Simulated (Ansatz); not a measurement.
Runs of Ansatz 0.2.0 on Ge. The structure is orthorhombic, space group Cmmm (No. 65). Conventional cell: a = 2.794 Å, b = 5.201 Å, c = 2.698 Å, α = 90.00°, β = 90.00°, γ = 90.00°. Around Ge (site symmetry mmm) lie 8 Ge at 2.70 to 2.95 Å. This isn't the form of Ge at room conditions, which is diamond.

```csv
task,level,cell,k mesh,smearing,points for each segment of the path,mesh quality,gap on the mesh (eV),pressure (GPa),relaxed volume (Å³/atom)
projected density of states,PBE0,as given,6 × 6 × 6,fermi-dirac 0.05 eV,-,coarse,none,-3.3,-
single point,PBE,as given,11 × 11 × 10,gaussian 0.025 eV,-,not flagged,none,-0.6,-
relaxation of cell and atoms,PBEsol+D4,relaxed,11 × 11 × 10,fermi-dirac 0.05 eV,-,not flagged,none,0.0,(a)
projected density of states,HSE06,as given,6 × 6 × 6,fermi-dirac 0.05 eV,-,coarse,none,-3.1,-
single point,PBE,as given,11 × 11 × 10,gaussian 0.011 eV,-,not flagged,none,-0.7,-
projected density of states,PBEsol,as given,6 × 6 × 6,fermi-dirac 0.05 eV,-,coarse,none,-4.1,-
band structure,PBE,as given,11 × 11 × 10,fermi-dirac 0.05 eV,14,not flagged,none,-0.6,-
relaxation of cell and atoms,revPBE+D4,relaxed,11 × 11 × 10,fermi-dirac 0.05 eV,-,not flagged,none,0.0,(b)
```

Alike in all rows: potentials or basis Ansatz PAW; no spin polarisation; cutoff (eV) 420.

Problem. Fill in the values left out.

Solution. (a) 17.95; (b) 18.32.

Caveats: some runs use coarse meshes; the PAW data sets come from PBE, with cores solved anew for the run's functional, which leaves a small shift of forces and pressure (some runs); the thresholds are loose for stress (some runs); the plane-wave basis is chosen anew once the cell has moved, so the energies of steps on either side of that aren't comparable (some runs); pairwise dispersion overbinds metals, which lowers pressure and volume (some runs).

A k mesh can miss the band edges, and the runs leave out spin-orbit coupling on Ge.

A gap of «none» marks a metal or a gap under the smearing width.
